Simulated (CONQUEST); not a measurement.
Crystal: Cu2O (Cuprite).

```
Cu O
1.0
     4.26000    0.00000    0.00000
     0.00000    4.26000    0.00000
     0.00000    0.00000    4.26000
Cu O
4 2
Direct
  0.74106 0.23844 0.25084
  0.23665 0.74585 0.25011
  0.75575 0.75453 0.75562
  0.24860 0.25484 0.74473
  0.50465 0.50802 0.50324
  0.99968 0.00252 0.00127
```

The cell isn't the ideal one: atoms moved at random, drawn with an rms of 0.05 Å.

Base run:

```yaml
Program: CONQUEST 1.3
Functional: PBE
Potentials_or_basis: PseudoDojo NC PBE, SZP, grid cutoff 150 Ha
k_mesh: 5 × 5 × 5
Occupations: fermi-dirac, width 0.05 eV
Spin: no spin polarisation
```

Its results: band gap on the k mesh 0.98 eV, direct; pressure 6.7 GPa; largest force 0.648 eV/Å.

The run is repeated on the same cell with these changes: potentials or basis from PseudoDojo NC PBE, SZP, grid cutoff 150 Ha to PseudoDojo NC PBE, DZP, grid cutoff 150 Ha. What comes out?

Band gap on the k mesh 0.52 eV, direct; pressure 5.4 GPa; largest force 0.626 eV/Å.

Caveats: an odd mesh through Γ misses points on the zone boundary, where band edges often lie; the basis of atomic orbitals isn't converged, which shifts pressures, moduli and gaps; the atomic basis is small (some runs).
